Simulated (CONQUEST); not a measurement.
A run of CONQUEST 1.3 is set up as follows.

File Conquest_input:

```
IO.Title MoS2
IO.Coordinates coords.dat
IO.FractionalAtomicCoords T
IO.Iprint 2
IO.Iprint_init 1
General.NumberOfSpecies 2
General.PseudopotentialType hamann
AtomMove.TypeOfRun static
AtomMove.FullStress T
Grid.GridCutoff 120
DM.SolutionMethod diagon
Diag.MPMesh T
Diag.GammaCentred T
Diag.MPMeshX 8
Diag.MPMeshY 5
Diag.MPMeshZ 2
Diag.kT 0.00183747
minE.SCTolerance 1e-6
SC.MaxIters 100
IO.AtomChargeOutput T
SC.KerkerPreCondition T
SC.KerkerFactor 0.3
SC.LinearMixingFactor 0.3
IO.DumpChargeDensity T
IO.DumpESPot T
%block ChemicalSpeciesLabel
1 95.940 Mo
2 32.070 S
%endblock
```

File coords.dat:

```
    6.0171262413     0.0000000000     0.0000000000
    0.0000000000    10.4219683659     0.0000000000
    0.0000000000     0.0000000000    32.7576463855
6
  0.0000000000   0.0000000000   0.0000000000 1 T T T
  0.5000000000   0.5000000000   0.0000000000 1 T T T
  0.0000000000   0.6666666670   0.0894929800 2 T T T
  0.5000000000   0.1666666670   0.0894929800 2 T T T
  0.0000000000   0.6666666670   0.9105070200 2 T T T
  0.5000000000   0.1666666670   0.9105070200 2 T T T
```

Potentials or basis: PseudoDojo NC PBEsol, DZP, grid cutoff 120 Ha.

Run with:

```sh
$ OMP_NUM_THREADS=1 Conquest
```

What does it give for the largest force?

0.225 eV/Å.

What does it give for the Mulliken charges?

Mo +0.46; S -0.23 e.

Estimate the band gap on the k mesh.

1.61 eV.

Forces in eV/Å, atoms in the order of the input:
```
Mo   0.000  0.006  0.000
Mo   0.000  0.006  0.000
S    0.000  0.002  0.225
S    0.000  0.002  0.225
S    0.000  0.002 -0.225
S    0.000  0.002 -0.225
```

Caveat: the box holds several primitive cells, so bands are folded and the points are those of the box's own zone; the basis of atomic orbitals isn't converged, which shifts pressures, moduli and gaps. As with any semilocal functional, this PBEsol gap is likely too small.
